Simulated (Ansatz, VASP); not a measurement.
# One calculation of Cu, two programs

```
Cu
1.0
    -1.42783    1.42783    1.34131
     1.42783   -1.42783    1.34131
     1.42783    1.42783   -1.34131
Cu
1
Cartesian
  0.0000 0.0000 0.0000
```

Alike in both runs: functional LDA; k mesh 24 × 24 × 24; occupations fermi-dirac, width 0.15 eV; no spin polarisation.

Ansatz relaxed the structure, and its values are those at the end. VASP's run is a single point on that final structure, the one shown.

|  | VASP | Ansatz |
| --- | --- | --- |
| version | VASP 6.6.1 | Ansatz 0.2.0 |
| potentials or method | VASP PAW LDA potentials, release 64 (Cu) | scalar-relativistic, plane waves, PAW |
| plane-wave cutoff (eV) | 520 | 420 |
| valence electrons in the cell | 11 | 19 |

VASP gave:

| Property | Result |
| --- | --- |
| gap on the k mesh at the Fermi level (eV) | none |
| pressure (GPa) | 0.9 |

Question: Which values does Ansatz return?

Answer: gap on the k mesh at the Fermi level (eV): none; pressure (GPa): 0.0.

A gap of «none» marks a metal or a gap that the smearing closes. The two sets of potentials don't hold the same shells in valence.
